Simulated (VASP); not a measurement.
Input of a VASP 6.6.1 run:

Contents of INCAR:

```
SYSTEM = TePb
PREC = Accurate
ENCUT = 600
EDIFF = 1E-6
ISMEAR = -1
SIGMA = 0.05
LREAL = .FALSE.
LASPH = .TRUE.
NELM = 80
ALGO = Fast
ISIF = 3
LWAVE = .FALSE.
LCHARG = .FALSE.
GGA = 91
IBRION = 2
NSW = 40
EDIFFG = -0.01
```

The input KPOINTS:

```
regular mesh
0
G
  7 7 7
  0 0 0
```

The input POSCAR:

```
TePb
1.0
    0.0000000000      3.2310000000      3.2310000000
    3.2310000000      0.0000000000      3.2310000000
    3.2310000000      3.2310000000      0.0000000000
Pb Te
1 1
Direct
    0.0000000000      0.0000000000      0.0000000000
    0.5000000000      0.5000000000      0.5000000000
```

Potentials or basis: VASP PAW PBE potentials, release 64 (Pb_d, Te).

Run with:

```sh
$ cat potpaw_PBE.64/Pb_d/POTCAR potpaw_PBE.64/Te/POTCAR > POTCAR
$ mpirun -np 1 vasp_std > vasp.out
```

Q: Predict the relaxed volume.

A: 35.36 Å³/atom.

Q: Predict the relaxed cell.

A: a = 4.642 Å, b = 4.642 Å, c = 4.642 Å, α = 60.00°, β = 60.00°, γ = 60.00°.

Q: Predict the space group after relaxing (to 0.05 Å).

A: Fm-3m (No. 225).

Final structure:
```yaml
crystal:
  lattice:
    - [0.00000, 3.28225, 3.28225]
    - [3.28225, 0.00000, 3.28225]
    - [3.28225, 3.28225, 0.00000]
  atoms:
    - { symbol: Pb, position: [0.00000, 0.00000, 0.00000] }
    - { symbol: Te, position: [0.50000, 0.50000, 0.50000] }
```

Caveat: the PAW data sets were made with another functional, which shifts forces and pressure a little. The run has no spin-orbit coupling, so splittings on Pb, Te are missing.
